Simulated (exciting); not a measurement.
Consider BaS, space group Fm-3m.

```xyz
2
Lattice="0.0000 3.1938 3.1938 3.1938 0.0000 3.1938 3.1938 3.1938 0.0000" Properties=species:S:1:pos:R:3 pbc="T T T"
Ba    0.0000    0.0000    0.0000
S     3.1938    3.1938    3.1938
```

Absorber: atom 1, with 6 S at 3.19 Å (octahedral, site symmetry m-3m). Method: exciting, all-electron LAPW+lo, PBE, exchange and screened direct term (singlet BSE), 3×3×3 shifted k points, 36 conduction bands, |G+q| up to 3 bohr⁻¹ (2 in the exchange term), full RPA screening with nempty = 61, Lorentzian half width 1.66 eV.

What does the Ba L₃ spectrum look like, and is there a bound core exciton?

Bound core exciton? Yes on this mesh: the first bright state (over 5 % of the brightest) lies at -0.80 eV from the Kohn–Sham onset and at -0.97 eV from the lowest bare transition of its own mesh; weaker or dark states reach down to -5.87 eV. Maxima (height): 0.8 eV (1.00) and 14.7 eV (0.31).

Energy from the Kohn–Sham onset, core level to the lowest empty state found on the meshes used; Im ε in relative units:

| E (eV) | Im ε |
| --- | --- |
| -11.5 | 0.03 |
| -11.0 | 0.03 |
| -10.5 | 0.03 |
| -10.0 | 0.04 |
| -9.5 | 0.04 |
| -9.0 | 0.04 |
| -8.5 | 0.05 |
| -8.0 | 0.05 |
| -7.5 | 0.06 |
| -7.0 | 0.07 |
| -6.5 | 0.08 |
| -6.0 | 0.09 |
| -5.5 | 0.10 |
| -5.0 | 0.12 |
| -4.5 | 0.14 |
| -4.0 | 0.17 |
| -3.5 | 0.21 |
| -3.0 | 0.27 |
| -2.5 | 0.35 |
| -2.0 | 0.45 |
| -1.5 | 0.59 |
| -1.0 | 0.73 |
| -0.5 | 0.85 |
| 0.0 | 0.93 |
| 0.5 | 0.99 |
| 1.0 | 1.00 |
| 1.5 | 0.94 |
| 2.0 | 0.84 |
| 2.5 | 0.73 |
| 3.0 | 0.64 |
| 3.5 | 0.56 |
| 4.0 | 0.49 |
| 4.5 | 0.45 |
| 5.0 | 0.41 |
| 5.5 | 0.38 |
| 6.0 | 0.36 |
| 6.5 | 0.34 |
| 7.0 | 0.32 |
| 7.5 | 0.30 |
| 8.0 | 0.29 |
| 8.5 | 0.29 |
| 9.0 | 0.29 |
| 9.5 | 0.29 |
| 10.0 | 0.29 |
| 10.5 | 0.28 |
| 11.0 | 0.27 |
| 11.5 | 0.27 |
| 12.0 | 0.26 |
| 12.5 | 0.26 |
| 13.0 | 0.27 |
| 13.5 | 0.28 |
| 14.0 | 0.30 |
| 14.5 | 0.31 |
| 15.0 | 0.31 |
| 15.5 | 0.30 |
| 16.0 | 0.28 |
| 16.5 | 0.26 |
| 17.0 | 0.25 |
| 17.5 | 0.24 |
| 18.0 | 0.23 |
| 18.5 | 0.23 |
| 19.0 | 0.22 |
| 19.5 | 0.22 |
| 20.0 | 0.22 |
| 20.5 | 0.21 |
| 21.0 | 0.21 |
| 21.5 | 0.20 |
| 22.0 | 0.20 |
| 22.5 | 0.19 |
| 23.0 | 0.18 |
| 23.5 | 0.17 |

Binding energies aren't converged on 27 k points, and fine structure above the first lines is partly noise of the mesh. Exchange and the short-range direct term aren't converged in the kernel cutoff. The zero comes from the unshifted 4×4×4 ground-state mesh; it is exact only where the band minimum lies on that mesh. The conduction states carry no spin here, so the exchange coupling to the spinor core hole is only partly held. This core level is treated alone, with no coupling to its spin–orbit partner. The structure is a published determination, not relaxed.

[Banner, clock and machine lines of the logs are left out without a mark of their own.]

[Logs are printed without paths, hosts, clocks, repeated set-up lines and the standing remarks that a program may print on its own settings, such as how far it seeks lower states.]

[Hosts, paths, dates, database ids (printed as entryN), source tags and the programs' standing remarks are cut or masked in the printed files.]
